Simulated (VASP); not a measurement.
H9O4F: single point with PBE

H9O4F:

```
O H F
1.0
     4.97588    0.00000    0.00000
     0.00000    4.97588    0.00000
     0.00000    0.00000    4.97588
O H F
4 9 1
Direct
  0.34175 0.80755 0.36769
  0.93945 0.10231 0.42905
  0.11327 0.44682 0.06845
  0.77884 0.86288 0.93051
  0.16411 0.93752 0.41995
  0.25013 0.68941 0.23200
  0.99663 0.25792 0.30774
  0.82908 0.98796 0.31373
  0.27099 0.41432 0.93670
  0.98149 0.52789 0.94594
  0.79791 0.02106 0.80926
  0.62431 0.75496 0.87309
  0.40099 0.64965 0.54328
  0.47581 0.49762 0.71955
```

The cell was built by a generator and needn't be a form met in nature.

```
Program                : VASP 6.6.1
Task                   : single point
Functional             : PBE
Potentials or basis    : VASP PAW PBE potentials, release 64 (O, H, F)
Cutoff                 : 520 eV
k mesh                 : 1 × 1 × 1
Occupations            : fermi-dirac, width 0.02 eV
Spin                   : no spin polarisation
Dipole correction      : no
Further INCAR settings : ALGO = Normal; EDIFF = 1e-06; NBANDS = 33
```

```yaml
Pressure: 0.3 GPa
Largest_force: 1.438 eV/Å
Band_gap_on_the_k_mesh: 5.15 eV, direct
```

Forces in eV/Å, atoms in the order of the input:
```
O   -0.694 -0.250  1.235
O    0.601  0.568  0.256
O    0.684 -0.481 -1.005
O    0.428  0.877  0.034
H    1.060 -0.228 -0.047
H    0.195 -0.277 -0.105
H   -0.170 -0.718  0.088
H   -0.604  0.038 -0.558
H   -0.670  0.187  0.632
H   -0.256  0.474  0.331
H   -0.196 -0.952  0.287
H   -0.005  0.098 -0.279
H   -0.226  0.708 -0.651
F   -0.147 -0.044 -0.217
```

Stress tensor (GPa, compression positive):
```
 1.68  0.99  0.81
 0.99 -0.30  2.30
 0.81  2.30 -0.37
```

Levels at points of the mesh, in eV from the valence-band top:
| k point | band 17 | band 18 | band 19 | band 20 | band 21 | band 22 | band 23 | band 24 |
| --- | --- | --- | --- | --- | --- | --- | --- | --- |
| (0.00, 0.00, 0.00) | -0.98 | -0.77 | -0.48 | 0.00 | 5.15 | 9.22 | 9.87 | 10.42 |

Run time: 12 s on 1 thread of Intel(R) Xeon(R) Platinum 8259CL CPU @ 2.50GHz (Skylake/Cascade Lake), with other jobs on the host, peak memory 0.22 GiB.
